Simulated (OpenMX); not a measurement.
Wanted: the native input for an OpenMX 3.8.5 run.

```
Task                     : density of states
Functional               : PBE
Potentials or basis      : OpenMX 2013 PBE set, Cu6.0S-s2p2d1, O6.0-s2p2, grid cutoff 500 Ry
k mesh                   : 7 × 7 × 7
Occupations              : fermi-dirac, width 0.05 eV
Spin                     : collinear spin, ferromagnetic start
Starting moments         : [0.6, 0.0] μB
Hubbard terms            : Cu U = 3 eV
Hubbard projector        : dual
Start of the occupations : extended orbital polarisation
Hubbard shell            : Cu d
Mixing scheme            : rmm-diisk
SCF threshold            : 1e-07 Ha
Solver                   : band
Max SCF cycles           : 120
k mesh for the DOS       : 9 × 9 × 9
```

The system is CuO.

```
Cu O
1.0
     2.55255    0.00000    0.00000
     0.00000    2.55255    0.00000
     0.00000    0.00000    2.55255
Cu O
1 1
Direct
  0.00000 0.00000 0.00000
  0.50000 0.50000 0.50000
```

Measurements of this composition are mostly on another form, of space group No. 15.

These files were run (other wordings do the same):

CuO.dat

```
System.CurrrentDirectory             ./
System.Name                          CuO
DATA.PATH                            ./DFT_DATA13
level.of.stdout                      1
level.of.fileout                     0
Species.Number                       2
<Definition.of.Atomic.Species
  Cu  Cu6.0S-s2p2d1          Cu_PBE13S
  O   O6.0-s2p2              O_PBE13
Definition.of.Atomic.Species>

<Hubbard.U.values
  Cu  1s 0.0 2s 0.0 1p 0.0 2p 0.0 1d 3.0
  O   1s 0.0 2s 0.0 1p 0.0 2p 0.0
Hubbard.U.values>

Atoms.Number                         2
Atoms.SpeciesAndCoordinates.Unit     FRAC
<Atoms.SpeciesAndCoordinates
    1  Cu    0.0000000000    0.0000000000    0.0000000000   5.800  5.200  ex
    2  O     0.5000000000    0.5000000000    0.5000000000   3.000  3.000  off
Atoms.SpeciesAndCoordinates>

Atoms.UnitVectors.Unit               Ang
<Atoms.UnitVectors
     2.5525506100    0.0000000000    0.0000000000
     0.0000000000    2.5525506100    0.0000000000
     0.0000000000    0.0000000000    2.5525506100
Atoms.UnitVectors>

scf.XcType                           GGA-PBE
scf.SpinPolarization                 on
scf.Hubbard.U                        on
scf.Hubbard.Occupation               dual
scf.ElectronicTemperature            580.226
scf.energycutoff                     500.0
scf.maxIter                          120
scf.EigenvalueSolver                 band
scf.Kgrid                            7 7 7
scf.Mixing.Type                      rmm-diisk
scf.Init.Mixing.Weight               0.01
scf.Min.Mixing.Weight                0.001
scf.Max.Mixing.Weight                0.2
scf.Mixing.History                   40
scf.Mixing.StartPulay                15
scf.criterion                        1.0e-7
MD.Type                              nomd
Dos.fileout                          on
Dos.Erange                           -10.0 10.0
Dos.Kgrid                            9 9 9
```

dos.in

```
1
1
```

pdos.in

```
1
2
1 2
```

Potentials or basis: OpenMX 2013 PBE set, Cu6.0S-s2p2d1, O6.0-s2p2, grid cutoff 500 Ry.

Launch:

```console
$ openmx CuO.dat -nt 1 > CuO.std
$ DosMain CuO.Dos.val CuO.Dos.vec < dos.in
$ DosMain CuO.Dos.val CuO.Dos.vec < pdos.in
```

Results of the run:

```
Band gap on the k mesh : none (metal or under the smearing width)
Net moment             : 0.00 μB per cell
Mulliken charges       : Cu +0.42; O -0.42 e
```

Caveat: Mulliken charges move with the basis; U acts on the first radial function of the shell alone, so its value doesn't carry over to other programs; the basis of atomic orbitals isn't converged, which shifts pressures, moduli and gaps.

Wall time 79 s on 1 thread of Arm Neoverse V2, with other jobs on the host, peak memory 0.68 GiB.
